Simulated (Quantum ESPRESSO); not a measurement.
Li2S:

```
S Li
1.0
     0.00000    2.84450    2.84450
     2.84450    0.00000    2.84450
     2.84450    2.84450    0.00000
S Li
1 2
Direct
  0.00000 0.00000 0.00000
  0.75000 0.75000 0.75000
  0.25000 0.25000 0.25000
```

Base run:

| Item | Value |
| --- | --- |
| Program | Quantum ESPRESSO 7.5 |
| Functional | PBE |
| Potentials or basis | SG15 PBE 1.2 |
| Cutoff | 952 eV |
| Density cutoff | 3810 eV |
| k mesh | 6 × 6 × 6 |
| Occupations | fermi-dirac, width 0.05 eV |
| Spin | no spin polarisation |

Its results: band gap on the k mesh 3.40 eV, indirect (least direct gap 4.28 eV); pressure 0.4 GPa.

**Question.** The run is repeated on the same cell with these changes: functional from PBE to r2SCAN. What comes out?

**Answer.** Band gap on the k mesh 3.88 eV, indirect (least direct gap 4.90 eV); pressure 0.4 GPa.

r2SCAN gives the wider gap, since meta-GGAs in the generalised Kohn-Sham scheme recover part of the derivative discontinuity.

Caveats: the potentials were made for another functional, which shifts forces and pressure (some runs).

Not every run made on this cell is shown here.
